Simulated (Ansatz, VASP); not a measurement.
**Ti in VASP and in Ansatz**

File POSCAR:

```
Ti
1.0
   -1.6410000000      1.6410000000      1.6410000000
    1.6410000000     -1.6410000000      1.6410000000
    1.6410000000      1.6410000000     -1.6410000000
Ti
1
Direct
    0.0000000000      0.0000000000      0.0000000000
```

Contents of INCAR.step1:

```
ALGO = Normal ; EDIFF = 1E-4
ENCUT = 520 ; GGA = PE
ISMEAR = -1 ; LASPH = T
LCHARG = F ; LREAL = F
LWAVE = T ; NBANDS = 12
NELM = 100 ; PREC = Accurate
SIGMA = 0.08
```

Contents of INCAR.step2:

```
ALGO = Normal ; EDIFF = 1E-8
ENCUT = 520 ; ISIF = 2
ISMEAR = -1 ; ISTART = 1
LASPH = T ; LCHARG = F
LEFG = T ; LMIXTAU = T
LREAL = F ; LWAVE = F
METAGGA = R2SCAN ; NBANDS = 12
NELM = 100 ; PREC = Accurate
SIGMA = 0.08
```

File KPOINTS:

```
k-points
0
Gamma
  17 17 17
```

Input for Ansatz:

```yaml
crystal:
  lattice:
    - [-1.641, 1.641, 1.641]
    - [1.641, -1.641, 1.641]
    - [1.641, 1.641, -1.641]
  atoms:
    - { symbol: Ti, position: [0.0, 0.0, 0.0] }
kpoints:
  mp_grid: { grid: [17, 17, 17] }
  band_path:
    path:
      - [0.0, 0.0, 0.0]
      - [0.5, -0.5, 0.5]
      - [0.0, 0.0, 0.5]
      - [0.0, 0.0, 0.0]
      - [0.25, 0.25, 0.25]
      - [0.5, -0.5, 0.5]
      - [0.25, 0.25, 0.25]
      - [0.0, 0.0, 0.5]
    npoints: 5
scf:
  occupations: { method: fermi_dirac, width: 0.08 }
hamiltonian:
  xc: r2scan
  pseudopotentials: { kind: paw }
output:
  forces: true
  stress: true
  eigenvalues: true
  efg: { contact_densities: true }
```

Alike in both runs: task electric field gradients; functional r2SCAN; k mesh 17 × 17 × 17; occupations fermi-dirac, width 0.08 eV; no spin polarisation.

|  | VASP | Ansatz |
| --- | --- | --- |
| version | VASP 6.6.1 | Ansatz 0.2.0 |
| potentials or method | VASP PAW PBE potentials, release 64 (Ti_sv) | PAW with Ansatz's default frozen-core files, scalar-relativistic |
| plane-wave cutoff (eV) | 520 | 500 |
| valence electrons in the cell | 12 | 12 |

Ansatz gave:

* pressure (GPa): -2.7
* Vzz of the field gradient on the site that differs most (V/Å²): 0.0

Estimate VASP's values.

pressure (GPa): -2.3; Vzz of the field gradient on the site that differs most (V/Å²): 0.0.

The functional is the same, so the differences come from potentials, cutoffs and numerics.

Caveats: the PAW data sets were made with another functional, which shifts forces and pressure a little (VASP).
